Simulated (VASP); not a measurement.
Wanted: the native input for a VASP 6.6.1 run.

* Task: relaxation of cell and atoms
* Functional: SCAN
* Dispersion: rVV10
* Potentials or basis: VASP PAW PBE potentials, release 64 (Co, O)
* Cutoff: 600 eV
* k mesh: 8 × 8 × 8
* Occupations: fermi-dirac, width 0.05 eV
* Spin: collinear spin, ferromagnetic start
* Starting moments: [2.0, 0.0] μB
* Further INCAR settings: ALGO = Normal; EDIFF = 1e-06; IBRION = 2; EDIFFG = -0.01; NSW = 40; ISIF = 3

The structure of CoO lies in POSCAR:

```
CoO
1.0
    0.0000000000      2.1315000000      2.1315000000
    2.1315000000      0.0000000000      2.1315000000
    2.1315000000      2.1315000000      0.0000000000
Co O
1 1
Direct
    0.0000000000      0.0000000000      0.0000000000
    0.5000000000      0.5000000000      0.5000000000
```

The input as run:

INCAR

```
PREC = Accurate
ENCUT = 600
EDIFF = 1E-6
ISMEAR = -1
SIGMA = 0.05
LREAL = False
LASPH = True
NELM = 150
ALGO = Normal
ISIF = 3
LWAVE = False
LCHARG = False
ISPIN = 2
MAGMOM = 2 0
LORBIT = 11
LMAXMIX = 4
METAGGA = SCAN
LMIXTAU = True
LUSE_VDW = True
IVDW_NL = 2
BPARAM = 15.7
CPARAM = 0.0093
IBRION = 2
NSW = 40
EDIFFG = -0.01
```

KPOINTS

```
Automatic mesh
0
Gamma
  8 8 8
```

Potentials or basis: VASP PAW PBE potentials, release 64 (Co, O).

Run with:

```sh
$ cat potpaw_PBE.64/Co/POTCAR potpaw_PBE.64/O/POTCAR > POTCAR
$ mpirun -np 1 vasp_std > vasp.out
```

It gave:

```yaml
Relaxed_volume: 9.21 Å³/atom
Relaxed_cell: a = 2.965 Å, b = 2.965 Å, c = 2.965 Å, α = 60.00°, β = 60.00°, γ = 60.00°
Space_group_after_relaxing_to_0.05_Å: Fm-3m (No. 225)
Energy_gained_by_relaxing: 11.8 meV/atom
Ionic_steps: 4
Pressure_after_relaxing: -0.1 GPa
Band_gap_on_the_k_mesh: none (metal or under the smearing width)
Net_moment: 2.93 μB per cell
Site_moments: Co +2.65; O +0.26 μB
Valence_electrons_inside_the_program's_atomic_spheres: Co 7.84; O 5.06
```

Caveat: the PAW data sets were made with another functional, which shifts forces and pressure a little; a cell with one magnetic atom can't hold antiferromagnetic order, which such compounds often take; semilocal functionals often make such compounds metallic where correlation or magnetic order opens a gap, which also shifts bond lengths.

Run time: 4.1 min on 1 thread of AMD EPYC 9R45 96-Core Processor (Zen 5), with other jobs on the host, peak memory 0.21 GiB.
